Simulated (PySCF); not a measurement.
Species: benzaldehyde, C₇H₆O.
SMILES with atom numbers: `[O:1]=[CH:2][c:3]1[cH:4][cH:5][cH:6][cH:7][cH:8]1` (hydrogens: H9 on C2; H10 on C4; H11 on C5; H12 on C6; H13 on C7; H14 on C8)

The same species was optimised twice, with GFN2-xTB and with PBE0-D3(BJ)/def2-SVP (PySCF), and the same property calculations (PySCF, gas phase) were run on both structures.

| coordinate | GFN2-xTB | PBE0-D3(BJ)/def2-SVP | change |
| --- | --- | --- | --- |
| C2–C3 (Å) | 1.467 | 1.479 | +0.012 |
| C6–C7 (Å) | 1.387 | 1.398 | +0.011 |
| C4–C5 (Å) | 1.382 | 1.393 | +0.011 |
| C7–C8 (Å) | 1.381 | 1.389 | +0.008 |
| C5–C6 (Å) | 1.387 | 1.395 | +0.008 |
| C3–C8 (Å) | 1.396 | 1.401 | +0.005 |
| C3–C4 (Å) | 1.394 | 1.398 | +0.004 |
| O1=C2 (Å) | 1.205 | 1.205 | 0.000 |
| O1–C2–C3 (°) | 125.4 | 124.7 | -0.7 |
| C2–C3–C4 (°) | 120.5 | 120.1 | -0.4 |
| C4–C3–C8 (°) | 119.6 | 120.0 | +0.4 |
| C4–C5–C6 (°) | 120.0 | 119.7 | -0.3 |
| C3–C8–C7 (°) | 120.1 | 119.9 | -0.2 |
| C5–C6–C7 (°) | 120.3 | 120.4 | +0.1 |
| C2–C3–C8 (°) | 119.9 | 119.9 | 0.0 |
| C3–C4–C5 (°) | 120.0 | 120.1 | +0.1 |
| O1–C2–C3–C4 (°) | 180 | 180 | 0 |

Rotational constants: A = 5309, B = 1581, C = 1218 MHz (GFN2-xTB) against A = 5240, B = 1568, C = 1207 MHz (PBE0-D3(BJ)/def2-SVP). Point groups within 0.08 Å: Cs and Cs.

On the GFN2-xTB structure: HOMO (eV) -7.56 [PBE0/pcSseg-1]; LUMO (eV) -1.90 [PBE0/pcSseg-1]; dipole (D) 3.38 [PBE0/pcSseg-1]; GIAO shielding of O1 (ppm) -328.4 [PBE0/pcSseg-1]; GIAO shielding of C2 (ppm) -9.0 [PBE0/pcSseg-1]; GIAO shielding of C3 (ppm) 46.2 [PBE0/pcSseg-1]; GIAO shielding of C4/C8 (mean) (ppm) 49.9 [PBE0/pcSseg-1]; GIAO shielding of C5/C7 (mean) (ppm) 52.6 [PBE0/pcSseg-1]; GIAO shielding of C6 (ppm) 46.6 [PBE0/pcSseg-1].

Problem. What do these properties become on the PBE0-D3(BJ)/def2-SVP structure?

Solution. 
| property | level | on GFN2-xTB | on PBE0-D3(BJ)/def2-SVP | change |
| --- | --- | --- | --- | --- |
| HOMO (eV) | PBE0/pcSseg-1 | -7.56 | -7.58 | -0.02 |
| LUMO (eV) | PBE0/pcSseg-1 | -1.90 | -1.90 | 0.00 |
| dipole (D) | PBE0/pcSseg-1 | 3.38 | 3.33 | -0.05 |
| energy, GFN2-xTB geometry as zero (kcal/mol) | PBE0/pcSseg-1 | 0.0 | -0.2 | -0.2 |
| GIAO shielding of O1 (ppm) | PBE0/pcSseg-1 | -328.4 | -329.6 | -1.2 |
| GIAO shielding of C2 (ppm) | PBE0/pcSseg-1 | -9.0 | -9.5 | -0.5 |
| GIAO shielding of C3 (ppm) | PBE0/pcSseg-1 | 46.2 | 44.4 | -1.8 |
| GIAO shielding of C4/C8 (mean) (ppm) | PBE0/pcSseg-1 | 49.9 | 48.1 | -1.8 |
| GIAO shielding of C5/C7 (mean) (ppm) | PBE0/pcSseg-1 | 52.6 | 50.1 | -2.5 |
| GIAO shielding of C6 (ppm) | PBE0/pcSseg-1 | 46.6 | 44.2 | -2.4 |

The heavy atoms differ by 0.010 Å rms after alignment. Among bonds between heavy atoms C2–C3, C4–C5 and C6–C7 change most and about equally (+0.011 to +0.012 Å). Changes are differences of the printed values. Neither structure is proved a minimum here.

The values belong to the conformer `[O:1]=[CH:2][c:3]1[cH:4][cH:5][cH:6][cH:7][cH:8]1`: O1–C2–C3–C4 180°.
